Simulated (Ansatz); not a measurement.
## Is this Co result the lowest state?

System: Co, an experimental structure (space group Fm-3m, primitive cell doubled); the cell holds 2 atoms. Source: COD entry 9012927; it may be a high-temperature, high-pressure or metastable form.

Computed with DFT, PBE, PAW, plane waves, scalar-relativistic in Ansatz development build ahead of 0.2.0.

```yaml
crystal:
  lattice:
    - [3.572, 1.786, 1.786]
    - [1.786, 3.572, 1.786]
    - [1.786, 1.786, 3.572]
  atoms:
    - { symbol: Co, position: [0.0, 0.0, 0.0], spin: 3.0 }
    - { symbol: Co, position: [0.5, 0.5, 0.5], spin: -3.0 }
magnetization:
  spin_polarized: true
hamiltonian:
  xc: pbe
  pseudopotentials: { kind: paw }
basis:
  ecutwfc: 420
kpoints:
  mp_grid: { grid: [11, 11, 11] }
scf:
  occupations: { method: fermi_dirac, width: 0.05 }
  lower_state_search: "off"
output:
  forces: true
  stress: true
```

Wall time and machine: 4.4 s on 2 threads of Arm Neoverse V1, on a shared host, peak memory 0.37 GiB.

The end of the output:

```
SCF converged after 12 iterations
Magnetization: 0.0000 μB (17.0000 up, 17.0000 down)
Absolute magnetization: 2.5052 μB (∫|ρ↑−ρ↓|, with the PAW one-centre terms)
Spin contamination: 0.9579 ħ² per cell (⟨S²⟩ above its minimum at these occupations)
Per-site moments (μB) at R_I (Å): [(1.2251, 1.0418), (-1.2251, 1.0418)]
Free energy (F): -10251.817610 eV
Harris-Foulkes:  -10251.817610 eV  (|F-HF|=2.90e-9)
Internal energy: -10251.778431 eV  (E = F + TS)
E sigma→0 (E₀):  -10251.798020 eV
Entropy (-TS):   -0.039179 eV (-19.589 meV/atom)
Fermi energy:    17.599145 eV
--- Forces (eV/Å), atoms counted from 1 ---
  atom   1  Co    -0.00000000     0.00000000    -0.00000000
  atom   2  Co     0.00000000     0.00000000     0.00000000
--- Stress (GPa, compression-positive) ---
      -12.752961       1.496384       1.496384
        1.496384     -12.752961       1.496384
        1.496384       1.496384     -12.752961
  P = ⅓ Tr σ = -12.7530 GPa (-127.530 kbar)
```

Site moments are taken inside atomic spheres and don't add up to the total.

**Question.** The run converged. Is this the lowest state of the cell, and if not, what lies lower and how is it reached?

**Answer.** No. A state 217 meV/atom (0.434 eV per cell) lower exists in this cell: ferromagnetic, site moments Co1 1.72, Co2 1.72 μB, total 3.30 μB per cell, no gap on the k-mesh. It was reached from: parallel moments, default search for lower states [Co1 3.00, Co2 3.00 μB]; parallel moments scaled by 0.1, plain SCF [Co1 0.30, Co2 0.30 μB]. The wrong state matters: the pressure is -8.8 GPa there against -12.8 GPa here. This multiple of the primitive cell fits some opposed orders; other multiples fit others. Only collinear orders within this cell were tried; the true ground state may need a larger cell.
